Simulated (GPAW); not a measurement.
Runs of GPAW 26.7.0 on Mo. It takes space group Im-3m (No. 229, cubic). The conventional cell has a = 3.168 Å, b = 3.168 Å, c = 3.168 Å, α = 90.00°, β = 90.00°, γ = 90.00°. Mo (site symmetry m-3m) has 8 Mo at 2.74 Å as nearest neighbours. 

| task | level | potentials or basis | spin | cell | k mesh | band path | band points | spin axis theta (degrees) | spin axis phi (degrees) | soc after scf | gap on the mesh (eV) | pressure (GPa) |
| --- | --- | --- | --- | --- | --- | --- | --- | --- | --- | --- | --- | --- |
| band structure | RPBE | the program's PAW data sets (release 1.2.1) made for this functional, pw | off | as given | 12 × 12 × 12 | GHNGPH,PN | 60 | - | - | - | - | (a) |
| band structure | PBE | GPAW PAW data sets (gpaw-data 1.2.1), pw | SOC, no magnetisation | as given | 9 × 9 × 9 | GHNGPH,PN | 100 | 90 | 45 | second variation | - | -2.4 |
| relaxation of cell and atoms | PBE+D3(BJ) | GPAW PAW data sets (gpaw-data 1.2.1), pw | off | relaxed to 5 GPa | 12 × 12 × 12 | - | - | - | - | - | none | 4.5 |
| band structure | revPBE | the program's PAW data sets (release 1.2.1) made for this functional, pw | off | as given | 12 × 12 × 12 | GHNGPH,PN | 80 | - | - | - | - | 0.5 |
| relaxation of cell and atoms | PBEsol+D3(BJ) | PAW data sets generated in the run's folder for this functional, pw | off | relaxed | 12 × 12 × 12 | - | - | - | - | - | none | -0.2 |

Alike in all rows: cutoff (eV) 600; smearing fermi-dirac 0.05 eV.

Task: Estimate the missing entries.

Result: (a) 1.5.

Caveats: later steps reuse the first step's grids (some runs); pairwise dispersion overbinds metals, which lowers pressure and volume (some runs); spin-orbit coupling was added after a scalar SCF, so levels and gaps hold it while energy, forces, pressure and moments don't (some runs); this program's spin-orbit splittings come out too wide for heavy elements (some runs).

A k mesh can miss the band edges, and rows without SOC leave out spin-orbit coupling on Mo.

A gap of «none» marks a metal or a gap under the smearing width.
